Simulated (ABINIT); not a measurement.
Crystal: TaN.

```xyz
2
Lattice="0.0000 2.2113 2.2113 2.2113 0.0000 2.2113 2.2113 2.2113 0.0000" Properties=species:S:1:pos:R:3 pbc="T T T"
Ta    2.2113    2.2113    2.2113
N     0.0000    0.0000    0.0000
```

The cell comes from a database or a generator and needn't be the stable form of this composition.

Base run:

- Program: ABINIT 10.8.3 (patched build)
- Functional: BLYP
- Potentials or basis: JTH PAW PBE v2.0
- Cutoff: 844 eV
- k mesh: 10 × 10 × 10
- Occupations: fermi-dirac, width 0.05 eV
- Spin: no spin polarisation

Its results: band gap on the k mesh none (metal or under the smearing width); pressure 10.0 GPa.

Question: The run is repeated on the same cell with these changes: functional from BLYP to AM05. What comes out?

Answer: Band gap on the k mesh none (metal or under the smearing width); pressure -12.3 GPa.

AM05 binds more tightly than BLYP, so the same cell stands under less pressure.

Caveats: the highest band is partly filled, so the run has too few bands; the PAW data sets were made with another functional, which shifts forces and pressure a little.
